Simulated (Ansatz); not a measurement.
Runs of Ansatz 0.2.0 on BAs. Symmetry: F-43m, No. 216, cubic system. Conventional cell: a = 4.777 Å, b = 4.777 Å, c = 4.777 Å, α = 90.00°, β = 90.00°, γ = 90.00°. As (site symmetry -43m) has 4 B at 2.07 Å as nearest neighbours. Around B (site symmetry -43m) lie 4 As at 2.07 Å. 

```tsv
screening (1/Å)	gap on the mesh (eV)	pressure (GPa)
0.15	(b)	-0.5
0.3	1.67	0.0
0.4	1.54	0.4
0.2	1.86	-0.3
0.6	1.37	(a)
```

Alike in all rows: task single point; level HSE06 form with a typed share of exact exchange; potentials or basis Ansatz PAW; no spin polarisation; cell as given; k mesh 5 × 5 × 5; cutoff (eV) 420; smearing fermi-dirac 0.05 eV; the mesh is coarse, so values aren't converged.

Problem. Estimate the missing entries.

Solution. (a) 1.2; (b) 1.98.

Caveats: all runs use coarse meshes; odd divisions of the mesh miss points on the zone boundary, where band edges often lie, so the gap on the mesh can be too wide; the PAW data sets come from PBE, with cores solved anew for the run's functional, which leaves a small shift of forces and pressure; the thresholds are loose for stress.

A k mesh can miss the band edges, and the runs leave out spin-orbit coupling on As.
